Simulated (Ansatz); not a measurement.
Runs of Ansatz 0.2.0 on Si3N4. Symmetry: P-43m, No. 215, cubic system. Conventional cell: a = 4.131 Å, b = 4.131 Å, c = 4.131 Å, α = 90.00°, β = 90.00°, γ = 90.00°. Around Si (site symmetry -42m) lie 4 N at 1.77 Å. N (site symmetry 3m) is surrounded by 3 Si at 1.77 Å. The cell was built by a generator and needn't be a form met in nature.

```csv
task,level,potentials or basis,cell,cutoff (eV),points for each segment of the path,gap on the mesh (eV),pressure (GPa),relaxed volume (Å³/atom),largest force (eV/Å)
relaxation of cell and atoms,PBEsol,Ansatz PAW,relaxed,420,-,2.63,0.0,9.88,-
relaxation of cell and atoms,r2SCAN+D3(BJ),Ansatz PAW,relaxed,500,-,3.34,0.0,9.76,0.01
band structure,PBEsol,Ansatz PAW,as given,420,10,2.62,-4.1,-,0.05
relaxation of cell and atoms,PBE,Ansatz PAW,relaxed,420,-,2.75,0.0,10.07,-
relaxation of cell and atoms,r2SCAN,Ansatz PAW,relaxed,500,-,3.34,0.0,(c),-
relaxation of cell and atoms,RPBE,Ansatz PAW,relaxed,420,-,2.79,0.0,10.24,-
single point,PBE,Ansatz PAW,as given,800,-,2.75,0.0,-,-
relaxation of cell and atoms,BLYP,Ansatz PAW,relaxed,420,-,3.01,0.0,(a),-
relaxation of cell and atoms,revPBE,Ansatz PAW,relaxed,420,-,2.78,0.0,(b),-
band structure,PBE,Ansatz NC,as given,1240,10,2.73,0.4,-,-
relaxation of cell and atoms,LDA,Ansatz PAW,relaxed,420,-,2.67,0.0,9.69,-
```

Alike in all rows: no spin polarisation; k mesh 7 × 7 × 7; smearing fermi-dirac 0.05 eV.

Problem. Estimate the missing entries.

Solution. (a) 10.28; (b) 10.20; (c) 9.85.

Caveats: odd divisions of the mesh miss points on the zone boundary, where band edges often lie, so the gap on the mesh can be too wide (some runs); the plane-wave basis is chosen anew once the cell has moved, so the energies of steps on either side of that aren't comparable (some runs); the PAW data sets come from PBE, with cores solved anew for the run's functional, which leaves a small shift of forces and pressure (some runs); the potentials were made for another functional, which shifts forces and pressure (some runs).

A k mesh can miss the band edges.

Not every run made on this cell is shown here.
